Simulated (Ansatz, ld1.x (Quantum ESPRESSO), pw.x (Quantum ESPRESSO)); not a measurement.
**zinc (Zn): one change to the RRKJ potential, in the atom and in the bcc crystal**

zinc (Zn), norm-conserving RRKJ (Kleinman–Bylander form), made with ld1.x (Quantum ESPRESSO) 7.5 (PBE, scalar-relativistic). Core [Ar] 3d10, reference 4s1 4p1. Waves: 4s (bound): rc 2.15 bohr; 4p (bound): rc 2.60 bohr. Local part: all-electron potential smoothed inside 1.70 bohr (lloc = -1). Core correction: Bessel-smoothed model core, default radius (core density twice the valence density). rho0 = 0.001.

Change: all radii but the core radius scaled by about 1.36 (s 2.92, p 3.54 bohr); local potential all-electron potential smoothed inside 2.32 bohr (lloc = -1).

Cutoffs, loose and tight: the cutoffs (Ry, on a coarse ladder) from which the occupation-weighted sum of valence levels, in a spherical-Bessel basis at the reference potential, stays within 10 and 1 mRy of its value at 400 Ry. They do not see the model core or the augmentation charge, which bear on the density cutoff. Test errors are all-electron minus pseudo excitation energies from the reference, over the configurations 4s2 4p0; 4s1 4p0; 4s1.5 4p0; 4s0 4p1; 4s0 4p2; variants that change the core or the reference have their own tests.

Crystal test: bcc Zn in pw.x 7.5, no spin, 15³ k-points, Fermi–Dirac smearing 0.01 Ry, cutoffs set for each file from its atomic test. The reference is all-electron LAPW (Ansatz 0.2.0) with the same functional, mesh and smearing; V0 and B0 come from Birch–Murnaghan fits to the pressures at five volumes. Errors are pseudo minus all-electron; Δ is the rms difference of the E(V) curves that follow from these fits, minima aligned, over ±6 % about the mean V0. Mesh and smearing are coarse, so the numbers serve the comparison and aren't converged zero-temperature values; the lattice is a test structure that the element need not adopt.

All-electron: a0 = 3.134 Å (V0 = 15.39 Å³/atom), B0 = 64.0 GPa.

Question: Does the change bring the crystal closer to the all-electron result?

Answer: The mean pressure error goes from -21.28 to -18.89 GPa, so the change moves the solid closer to the all-electron pressures. Neither pressure curve crosses zero within the volumes sampled, so no fits are given.

```csv
quantity,base,changed
outcome (atom),generated,generated
"cutoff, loose (atom)",10 Ry,8 Ry
"cutoff, tight (atom)",30 Ry,12 Ry
bound ghosts (atom),none,none
largest test error (meV) (atom),-93,-92
cutoffs in pw.x (Ry),50/200,50/200
mean pressure error (GPa),-21.28,-18.89
```

Base: This is a poor potential for the solid. The pseudo pressure rises with volume over the whole range, a mechanical instability. Changed file: The largest radius (3.54 bohr) exceeds half the bond length (2.56 bohr), so the spheres overlap, which is one possible source of error among others. This is a poor potential for the solid. The pseudo pressure rises with volume over part of the range, a mechanical instability.
